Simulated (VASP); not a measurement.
Input of a VASP 6.6.1 run:

File INCAR:

```
PREC = Accurate
ENCUT = 600
EDIFF = 1E-6
ISMEAR = -1
SIGMA = 0.05
LREAL = False
LASPH = True
NELM = 100
ALGO = Normal
ISIF = 3
LWAVE = False
LCHARG = False
GGA = B5
ALDAX = 1.0
AGGAX = 1.0
AGGAC = 1.0
ALDAC = 0.0
IVDW = 13
VDW_S6 = 1.0
VDW_S8 = 2.34076671
VDW_A1 = 0.44488865
VDW_A2 = 4.0933009
IBRION = 2
NSW = 60
EDIFFG = -0.01
```

Contents of KPOINTS:

```
Automatic mesh
0
Gamma
  6 6 8
```

POSCAR

```
SnO2
1.0
    4.7380000000      0.0000000000      0.0000000000
    0.0000000000      4.7380000000      0.0000000000
    0.0000000000      0.0000000000      3.1865000000
Sn O
2 4
Direct
    0.5000000000      0.5000000000      0.5000000000
    0.0000000000      0.0000000000      0.0000000000
    0.8071000000      0.1929000000      0.5000000000
    0.6929000000      0.6929000000      0.0000000000
    0.1929000000      0.8071000000      0.5000000000
    0.3071000000      0.3071000000      0.0000000000
```

Potentials or basis: VASP PAW PBE potentials, release 64 (Sn_d, O).

The run is started by

```sh
$ cat potpaw_PBE.64/Sn_d/POTCAR potpaw_PBE.64/O/POTCAR > POTCAR
$ mpirun -np 1 vasp_std > vasp.out
```

Task: What does it give for the band gap on the k mesh?

Result: 0.75 eV, direct.

Task: Estimate the relaxed volume.

Result: 12.51 Å³/atom.

Task: Estimate the space group after relaxing (to 0.05 Å).

Result: P4_2/mnm (No. 136).

Forces in eV/Å, atoms in the order of the input:
```
Sn   0.000  0.000  0.000
Sn   0.000  0.000  0.000
O    0.005 -0.005  0.000
O   -0.005 -0.005  0.000
O   -0.005  0.005  0.000
O    0.005  0.005  0.000
```

Caveat: the PAW data sets were made with another functional, which shifts forces and pressure a little; spin-orbit coupling is left out, which moves the levels of the heavy elements. Zero-point motion and thermal expansion aren't in these numbers.
